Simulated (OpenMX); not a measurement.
## PbO (Litharge) in OpenMX: the effect of biaxial strain

Crystal: PbO (Litharge).

```
Pb O
1.0
     3.83040    0.00000    0.00000
     0.00000    3.83040    0.00000
     0.00000    0.00000    5.01000
Pb O
2 2
Direct
  0.50000 0.00000 0.76000
  0.00000 0.50000 0.24000
  0.50000 0.50000 0.00000
  0.00000 0.00000 0.00000
```

Alike in all runs:

```yaml
Program: OpenMX 3.8.5
Task: band structure
Functional: PBE
Potentials_or_basis: OpenMX 2013 PBE set, Pb8.0-s3p2d2f1, O6.0-s2p2d1, grid cutoff 500 Ry
k_mesh: 5 × 5 × 5
Occupations: fermi-dirac, width 0.05 eV
Spin: no spin polarisation
```

| biaxial strain | pressure (GPa) | largest force (eV/Å) |
| --- | --- | --- |
| -4 % | 13.5 | 1.42 |
| -2 % | 8.4 | 0.85 |
| 0 % | 4.2 | 0.36 |
| 2 % | ? | ? |
| 4 % | -2.0 | 0.41 |

Question: What does the run with biaxial strain 2 % give?

Answer: Pressure 0.9 GPa; largest force 0.06 eV/Å.

Worked out: A parabola through the other rows of the pressure, of slope -1.54 GPa per % there, gives 0.7 GPa, against the run's 0.9. A parabola through the other rows of the largest force, of slope -6.82e-05 eV/Å per % there, gives 0.27 eV/Å, against the run's 0.06.

Caveats: the basis of atomic orbitals isn't converged, which shifts pressures, moduli and gaps; forces of over 1 eV/Å show positions far from the minimum, so gaps and moduli don't describe the material at rest (some runs).
